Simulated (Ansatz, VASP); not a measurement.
**Two plane-wave programs on HgTe**

INCAR

```
SYSTEM = HgTe
PREC = Accurate ; ENCUT = 520
EDIFF = 1E-6 ; ISMEAR = 0
SIGMA = 0.15 ; LREAL = .False.
LASPH = .True. ; NELM = 60
ALGO = Normal ; ISIF = 2
LWAVE = .False. ; LCHARG = .False.
GGA = PS ; NBANDS = 16
```

KPOINTS

```
regular mesh
0
Gamma
  14 14 14
  0 0 0
```

Contents of POSCAR:

```
HgTe
1.0
    0.0000000000      3.0945600000      3.2235000000
    3.0945600000      0.0000000000      3.2235000000
    3.0945600000      3.0945600000      0.0000000000
Hg Te
1 1
Direct
    0.0000000000      0.0000000000      0.0000000000
    0.7500000000      0.7500000000      0.7500000000
```

Input for Ansatz:

```yaml
crystal:
  lattice:
    - [0.0, 3.09456, 3.2235]
    - [3.09456, 0.0, 3.2235]
    - [3.09456, 3.09456, 0.0]
  atoms:
    - { symbol: Hg, position: [0.0, 0.0, 0.0] }
    - { symbol: Te, position: [0.75, 0.75, 0.75] }
basis:
  ecutwfc: 420
kpoints:
  mp_grid: { grid: [14, 14, 14] }
hamiltonian:
  xc: pbesol
scf:
  occupations: { method: gaussian, width: 0.15 }
output:
  forces: true
  stress: true
  eigenvalues: true
```

Change from the starting cell: strain -0.040 along x and y, +0.000 along z, atoms carried along.

Alike in both runs: task single point; functional PBEsol; k mesh 14 × 14 × 14; occupations gaussian, width 0.15 eV; no spin polarisation.

|  | VASP | Ansatz |
| --- | --- | --- |
| version | VASP 6.6.1 | Ansatz 0.2.0 |
| potentials or method | VASP PAW PBE potentials, release 64 (Hg, Te) | scalar-relativistic, plane waves, PAW |
| plane-wave cutoff (eV) | 520 | 420 |
| valence electrons in the cell | 18 | 36 |

Ansatz gave:

| Quantity | Value |
| --- | --- |
| gap on the k mesh at the Fermi level (eV) | none |
| pressure (GPa) | 6.1 |
| largest component of the traceless stress (GPa) | 0.33 |

Q: What did VASP give for the same quantities?

A: gap on the k mesh at the Fermi level (eV): none; pressure (GPa): 6.3; largest component of the traceless stress (GPa): 0.33.

A gap of «none» marks a metal or a gap that the smearing closes. With one functional, cell and mesh, what is left measures potentials, basis and numerics. The two sets of potentials don't hold the same shells in valence.

Caveats: the PAW data sets were made with another functional, which shifts forces and pressure a little (VASP). Spin-orbit coupling is left out, which matters for the levels of Hg, Te.
